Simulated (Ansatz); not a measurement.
# AlN: the crystal squeezed far

The task here is to estimate one member of a computed series from the others.

Method: DFT LDA, with the methods named in each step, in Ansatz 0.2.0.

## The structure to begin with

It takes space group Fm-3m (No. 225, cubic). The conventional cell has a = 4.309 Å, b = 4.309 Å, c = 4.309 Å, α = 90.00°, β = 90.00°, γ = 90.00°. Al (site symmetry m-3m) has 6 N at 2.15 Å as nearest neighbours. N (site symmetry m-3m) is surrounded by 6 Al at 2.15 Å.

Structure file:

```
CELL_PARAMETERS angstrom
0.00000 2.15443 2.15443
2.15443 0.00000 2.15443
2.15443 2.15443 0.00000
ATOMIC_POSITIONS crystal
Al 0.00000 0.00000 0.00000
N 0.50000 0.50000 0.50000
```

Whether this phase is the stable one at these pressures isn't tested.

Atoms are numbered in the order of the input: Al1, N2.

Set-up of the first run:

input.yaml reads:

```yaml
crystal:
  lattice:
    - [0.0, 2.15443469, 2.15443469]
    - [2.15443469, 0.0, 2.15443469]
    - [2.15443469, 2.15443469, 0.0]
  atoms:
    - { symbol: Al, position: [0.0, 0.0, 0.0] }
    - { symbol: "N", position: [0.5, 0.5, 0.5] }
kpoints:
  mp_grid: { grid: [15, 15, 15] }
scf:
  occupations: { method: fermi_dirac, width: 0.1 }
hamiltonian:
  xc: lda
  pseudopotentials: { kind: paw }
output:
  forces: true
  stress: true
relax:
  f_tol: 0.005
  max_steps: 40
  cell: {}
```

The run is started by

```console
> ansatz run input.yaml --threads 1 --pin off --max-ram 2048MiB --backend cpu --events-out ev --progress --plain --runs-dir out
```

Among the steps run: Cell relaxed at zero pressure, PAW; Volume scaled by 1, PAW; Volume scaled by 0.94, PAW; Volume scaled by 0.88, PAW; Volume scaled by 0.8, PAW; Volume scaled by 0.8, PAW (source ansatz); Volume scaled by 0.72, PAW; Volume scaled by 0.64, PAW; Volume scaled by 0.64, PAW (partial_waves polarizable); Volume scaled by 0.55, PAW; Volume scaled by 0.55, PAW (cutoff 1000 eV).

One table of the session follows, with a row left open; its other results are not shown here.

```
                         method  volume over the first  volume (Å³/atom)  pressure (GPa)  gap on the k mesh (eV)
                            PAW                      1             8.066            0.01                    4.78
                            PAW                   0.94             7.582           19.36                    5.07
                            PAW                   0.88             7.098           45.46                    4.92
                            PAW                    0.8             6.453           95.28                    4.66
                            PAW                   0.72             5.807          171.31                    4.32
                            PAW                   0.64             5.162          290.15                    3.84
                            PAW                   0.55             4.436          513.94                    3.08
           PAW (cutoff 1000 eV)                   0.55             4.436          514.01                    3.08
PAW (partial_waves polarizable)                   0.64             5.162          290.15                    3.84
            PAW (source ansatz)                    0.8                 ?               ?                       ?
```

Estimate the missing values for PAW (source ansatz), 0.8.

As computed: volume (Å³/atom): 6.453; pressure (GPa): 95.47; gap on the k mesh (eV): 4.69.
